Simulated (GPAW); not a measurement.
Crystal: CdTe.

```
Te Cd
1.0
     0.00000    3.20500    3.20500
     3.20500    0.00000    3.20500
     3.20500    3.20500    0.00000
Te Cd
1 1
Direct
  0.75000 0.75000 0.75000
  0.00000 0.00000 0.00000
```

Base run:

* Program: GPAW 26.7.0
* Functional: AM05
* Potentials or basis: PAW data sets generated in the run's folder for this functional
* Cutoff: 450 eV
* Basis: pw
* k mesh: 6 × 6 × 6
* Occupations: fermi-dirac, width 0.001 eV
* Spin: no spin polarisation

Its results: band gap on the k mesh 0.84 eV, direct; electronic dielectric tensor (diagonal) 7.91.

Task: The run is repeated on the same cell with these changes: functional from AM05 to PBEsol. What comes out?

Result: Band gap on the k mesh 0.75 eV, direct; electronic dielectric tensor (diagonal) 8.26.

Caveats: the long-wavelength limit can be off by several per cent where d states take part; spin-orbit coupling is left out, which moves the levels of the heavy elements.

A k mesh can miss the band edges.
